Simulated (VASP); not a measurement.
# K (Fm-3m) in VASP: further runs

The runs below take K through single point, with PBE.

Program: VASP 6.6.1. These are calculated values, not measurements. Logs are shortened: lines on timing, memory, paths and dates and some standing lists are left out, and cuts for length are marked.

### Step 1. Starting point

Symmetry: Fm-3m, No. 225, cubic system. Conventional cell: a = 6.663 Å, b = 6.663 Å, c = 6.663 Å, α = 90.00°, β = 90.00°, γ = 90.00°.

The cell was built by a generator and needn't be a form met in nature.

### Step 2. Single point, PBE

File INCAR:

```
PREC = Accurate ; ENCUT = 520
EDIFF = 1E-7 ; ISMEAR = 0
SIGMA = 0.05 ; LREAL = False
LASPH = True ; NELM = 80
ALGO = Fast ; ISIF = 2
LWAVE = False ; LCHARG = False
GGA = PE ; NBANDS = 10
```

File KPOINTS:

```
regular mesh
0
Gamma
  12 12 12
```

File POSCAR:

```
K
1.0
    0.0000000000      3.3313151716      3.3313151716
    3.3313151716      0.0000000000      3.3313151716
    3.3313151716      3.3313151716      0.0000000000
K
1
Direct
    0.0000000000      0.0000000000      0.0000000000
```

Potentials or basis: VASP PAW PBE potentials, release 64 (K_sv).

Launch:

```console
> cat potpaw_PBE.64/K_sv/POTCAR > POTCAR
> mpirun -np 1 vasp_std > vasp.out
```

OUTCAR:

```text
PREC = Accurate
   ENCUT = 520
   EDIFF = 1E-7
   ISMEAR = 0
   LREAL = False
   LASPH = True
   NELM = 80
   ISIF = 2
   GGA = PE

 ion  position               nearest neighbor table
   1  0.000  0.000  0.000-

  LATTYP: Found a face centered cubic cell.
 ALAT       =     6.6626303432

  Lattice vectors:

 A1 = (   0.0000000000,   3.3313151716,   3.3313151716)
 A2 = (   3.3313151716,   0.0000000000,   3.3313151716)
 A3 = (   3.3313151716,   3.3313151716,   0.0000000000)

Analysis of symmetry for initial positions (statically):
=====================================================================
 Subroutine PRICEL returns:
 Original cell was already a primitive cell.

 Routine SETGRP: Setting up the symmetry group for a
 face centered cubic supercell.

 Subroutine GETGRP returns: Found 48 space group operations
 (whereof 48 operations were pure point group operations)
 out of a pool of 48 trial point group operations.

The static configuration has the point symmetry O_h .

Analysis of symmetry for dynamics (positions and initial velocities):
=====================================================================
 Subroutine PRICEL returns:
 Original cell was already a primitive cell.

 Routine SETGRP: Setting up the symmetry group for a
 face centered cubic supercell.

 Subroutine GETGRP returns: Found 48 space group operations
 (whereof 48 operations were pure point group operations)
 out of a pool of 48 trial point group operations.

The dynamic configuration has the point symmetry O_h .

 Subroutine INISYM returns: Found 48 space group operations
 (whereof 48 operations are pure point group operations),
 and found     1 'primitive' translations

----------------------------------------------------------------------------------------

                                     Primitive cell

  volume of cell :      73.9396

  direct lattice vectors                    reciprocal lattice vectors
     0.000000000  3.331315172  3.331315172    -0.150090872  0.150090872  0.150090872
     3.331315172  0.000000000  3.331315172     0.150090872 -0.150090872  0.150090872
     3.331315172  3.331315172  0.000000000     0.150090872  0.150090872 -0.150090872

  length of vectors
     4.711191096  4.711191096  4.711191096     0.259965017  0.259965017  0.259965017

  position of ions in fractional coordinates (direct lattice)
     0.000000000  0.000000000  0.000000000

  ion indices of the primitive-cell ions
   primitive index   ion index
[... 79 lines left out ...]
   ISIF   =      2    stress and relaxation
   ISYM   =      2    0-nonsym 1-usesym 2-fastsym
   POTIM  = 0.5000    time-step for ionic-motion
   TEBEG  =    0.0;   TEEND  =   0.0 temperature during run
   PSTRESS=    0.0 pullay stress
   NELECT =       9.0000    total number of electrons
   NUPDOWN=      -1.0000    fix difference up-down
   EMIN   =  10.00;   EMAX   =-10.00  energy-range for DOS
   EFERMI =   0.00;   METHOD = LEGACY
   ISMEAR =     0;   SIGMA  =   0.05  broadening in eV -4-tet -1-fermi 0-gaus
   EFERMI_NEDOS =   21; number of points for ismear=-14 and -15
   IALGO  =     68    algorithm
   IMIX   =      4    mixing-type and parameters
     AMIX     =   0.40;   BMIX     =  1.00
     AMIX_MAG =   1.60;   BMIX_MAG =  1.00
  volume/ion in A,a.u.               =      73.94       498.97
  Fermi-wavevector in a.u.,A,eV,Ry     =   0.811328  1.533188  8.956084  0.658254
  Thomas-Fermi vector in A             =   1.920668
   LORBIT       =      0    0 simple, 1 ext, 2 COOP (PROOUT), +10 PAW based schemes
   GGA     = PE    functional components
   LHFCALC =     F    Hartree Fock is set to
   AEXX    =    0.0000 exact exchange contribution
   IVDW    =     0    specifies the selected vdW correction
   LEPSILON=     F    determine dielectric tensor
   LRPA    =     F    only Hartree local field effects (RPA)
 non-spin polarized calculation
 RMM-DIIS sequential band-by-band and
 Gauss-broadening in eV      SIGMA  =   0.05
  energy-cutoff  :      520.00
  volume of cell :       73.94
 maximum number of plane-waves:      2012
   NGX = 17   NGY = 17   NGZ = 17

 number of electron       8.9999999 magnetization

 Free energy of the ion-electron system (eV)
  ---------------------------------------------------
  ext. energy  EPLUGINS =         0.00000000
  ---------------------------------------------------
  free energy    TOTEN  =        -1.04881487 eV

  energy without entropy =       -1.04795299  energy(sigma->0) =       -1.04838393

 E-fermi :  -0.1653     XC(G=0):  -5.6380

 val. band max:       -0.2042380511   @ k =   0.5000   0.2500   0.0833
 cond. band min:      -0.1287919436   @ k =  -0.4167   0.0833   0.0000
 fundamental gap:      0.0754461075
 Fermi energy:        -0.1653395403

 k-point     1 :       0.0000    0.0000    0.0000
  band No.  band energies     occupation
      1     -32.2622      2.00000
      2     -15.7131      2.00000
      3     -15.7131      2.00000
      4     -15.7131      2.00000
      5      -2.2811      2.00000
      6       4.0738      0.00000
      7       4.0738      0.00000
      8       4.0738      0.00000
      9       5.3211      0.00000
     10       5.3211      0.00000
[... 287 lines left out ...]
 k-point    24 :      -0.4167    0.1667    0.0000
  band No.  band energies     occupation
      1     -32.2582      2.00000
      2     -15.7722      2.00000
      3     -15.7339      2.00000
      4     -15.7246      2.00000
      5       0.2843      0.00000
      6       0.7749      0.00000
      7       3.0488      0.00000
      8       4.0204      0.00000
      9       5.3104      0.00000
     10       5.8409      0.00000

 [... further k-points ...]

------------------------ aborting loop because EDIFF is reached ----------------------------------------

  FORCE on cell =-STRESS in cart. coord.  units (eV):
  Direction    XX          YY          ZZ          XY          YZ          ZX
  --------------------------------------------------------------------------------------
  -------------------------------------------------------------------------------------
  Total       -0.0061720     -0.0061720     -0.0061720      0.0000000      0.0000000      0.0000000
  in kB       -0.1337404     -0.1337404     -0.1337404      0.0000000      0.0000000      0.0000000
  external PRESSURE =      -0.1337404 kB  Pullay stress =       0.0000000 kB

 VOLUME and BASIS-vectors are now :
 -----------------------------------------------------------------------------
  energy-cutoff  :      520.00
  volume of cell :       73.94
      direct lattice vectors                 reciprocal lattice vectors
     0.000000000  3.331315172  3.331315172    -0.150090872  0.150090872  0.150090872
     3.331315172  0.000000000  3.331315172     0.150090872 -0.150090872  0.150090872
     3.331315172  3.331315172  0.000000000     0.150090872  0.150090872 -0.150090872

 POSITION                                       TOTAL-FORCE (eV/Angst)
 -----------------------------------------------------------------------------------
      0.00000      0.00000      0.00000         0.000000      0.000000      0.000000
 -----------------------------------------------------------------------------------
    total drift:                               -0.000000      0.000000      0.000000

  FREE ENERGIE OF THE ION-ELECTRON SYSTEM (eV)
  ---------------------------------------------------
  free  energy   TOTEN  =        -1.0488148653 eV

  energy  without entropy=       -1.0479529870  energy(sigma->0) =       -1.04838393
```

OSZICAR:

```text
N       E                     dE             d eps       ncg     rms          rms(c)
DAV:   1     0.480540427449E+02    0.48054E+02   -0.35626E+03  1440   0.683E+02
DAV:   2     0.721171270569E+00   -0.47333E+02   -0.46463E+02  1532   0.189E+02
DAV:   3    -0.993877783556E+00   -0.17150E+01   -0.17114E+01  2268   0.297E+01
DAV:   4    -0.104695500343E+01   -0.53077E-01   -0.53021E-01  1962   0.424E+00
DAV:   5    -0.104830344837E+01   -0.13484E-02   -0.13483E-02  2282   0.506E-01    0.197E+00
RMM:   6    -0.104839617705E+01   -0.92729E-04   -0.10724E-03  1673   0.219E-01    0.122E+00
RMM:   7    -0.104871978493E+01   -0.32361E-03   -0.24689E-03  1925   0.338E-01    0.570E-02
RMM:   8    -0.104879312690E+01   -0.73342E-04   -0.28846E-04  2301   0.150E-01    0.183E-02
RMM:   9    -0.104881220413E+01   -0.19077E-04   -0.60460E-05  2341   0.554E-02    0.978E-03
RMM:  10    -0.104881320506E+01   -0.10009E-05   -0.22944E-05  2384   0.287E-02    0.518E-03
RMM:  11    -0.104881385379E+01   -0.64873E-06   -0.50030E-06  2498   0.123E-02    0.523E-03
RMM:  12    -0.104881421787E+01   -0.36407E-06   -0.16515E-06  2257   0.596E-03    0.747E-03
RMM:  13    -0.104881549948E+01   -0.12816E-05   -0.13184E-06  2219   0.844E-03    0.737E-03
RMM:  14    -0.104881518715E+01    0.31233E-06   -0.36118E-07  1865   0.351E-03    0.488E-03
RMM:  15    -0.104881506803E+01    0.11912E-06   -0.17131E-07  1686   0.192E-03    0.333E-03
RMM:  16    -0.104881491176E+01    0.15627E-06   -0.13048E-07  1632   0.176E-03    0.199E-03
RMM:  17    -0.104881486526E+01    0.46495E-07   -0.71082E-08  1463   0.140E-03
   1 F= -.10488149E+01 E0= -.10483839E+01  d E =-.861878E-03
```

It took 36 s on 1 thread of Intel Xeon Platinum 8488C (Sapphire Rapids), shared host; peak memory 0.22 GiB.

Results:

| Quantity | Value |
| --- | --- |
| Free energy | -1.0488 eV |
| Pressure | 0.0 GPa |
| Band gap on the k mesh | none (metal or under the smearing width) |

### Step 3. Single point, PBE

This run uses another cell than the first one, of 71.53 Å³/atom, 0.967 times its volume.

File INCAR:

```
SYSTEM = K
PREC = Accurate ; ENCUT = 520
EDIFF = 1E-6 ; ISMEAR = 0
SIGMA = 0.05 ; LREAL = .False.
LASPH = .True. ; NELM = 80
ALGO = Normal ; ISIF = 2
LWAVE = .False. ; LCHARG = .True.
GGA = PE ; LELF = .True.
LVHAR = .True. ; NBANDS = 10
```

File KPOINTS:

```
Automatic mesh
0
Gamma
  12 12 12
  0 0 0
```

File POSCAR:

```
K
1.0
    0.0000000000      3.2946930311      3.2946930311
    3.2946930311      0.0000000000      3.2946930311
    3.2946930311      3.2946930311      0.0000000000
K
1
Direct
    0.0000000000      0.0000000000      0.0000000000
```

Potentials or basis: VASP PAW PBE potentials, release 64 (K_sv).

Launch:

```console
> cat potpaw_PBE.64/K_sv/POTCAR > POTCAR
> mpirun -np 1 vasp_std > vasp.out
```

Wall time 20 s (1 thread of Intel Xeon Platinum 8488C (Sapphire Rapids), shared host); peak memory 0.22 GiB.

Results (log left out):

```
Free energy            : -1.0479 eV
Pressure               : 0.1 GPa
Band gap on the k mesh : none (metal or under the smearing width)
```

Levels at points of the mesh, in eV from the Fermi level:
| k point | band 1 | band 2 | band 3 | band 4 | band 5 | band 6 | band 7 | band 8 | band 9 | band 10 |
| --- | --- | --- | --- | --- | --- | --- | --- | --- | --- | --- |
| (0.00, 0.00, 0.00) | -32.08 | -15.53 | -15.53 | -15.53 | -2.16 | 4.27 | 4.27 | 4.27 | 5.54 | 5.54 |
| (0.50, 0.00, 0.00) | -32.07 | -15.60 | -15.54 | -15.54 | 0.36 | 0.60 | 4.05 | 4.05 | 6.27 | 6.35 |
| (0.50, 0.50, 0.00) | -32.07 | -15.59 | -15.55 | -15.55 | 0.94 | 1.45 | 2.37 | 5.06 | 5.06 | 5.76 |
